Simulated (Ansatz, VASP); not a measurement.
# SnTe: VASP beside Ansatz

```
Te Sn
1.0
     0.00000    3.19231    3.19231
     3.19231    0.00000    3.19231
     3.19231    3.19231    0.00000
Te Sn
1 1
Direct
  0.50000 0.50000 0.50000
  0.00000 0.00000 0.00000
```

Change from the starting cell: volume scaled by 1.04.

Alike in both runs: task single point; functional PBE; k mesh 7 × 7 × 7; occupations fermi-dirac, width 0.05 eV; no spin polarisation.

```csv
,VASP,Ansatz
version,VASP 6.6.1,Ansatz 0.2.0
potentials or method,"VASP PAW PBE potentials, release 64 (Te, Sn_d)",Ansatz PAW
plane-wave cutoff (eV),520,420
valence electrons in the cell,20,30
```

```tsv
	VASP	Ansatz	Ansatz less VASP
gap on the k mesh at the Fermi level (eV)	0.66	0.66	+0.001
least direct gap on the mesh (eV)	0.66	0.66	+0.001
pressure (GPa)	0.4	0.4	+0.02
```

The two sets of potentials don't hold the same shells in valence.

Spin-orbit coupling is left out, which matters for the levels of Te.
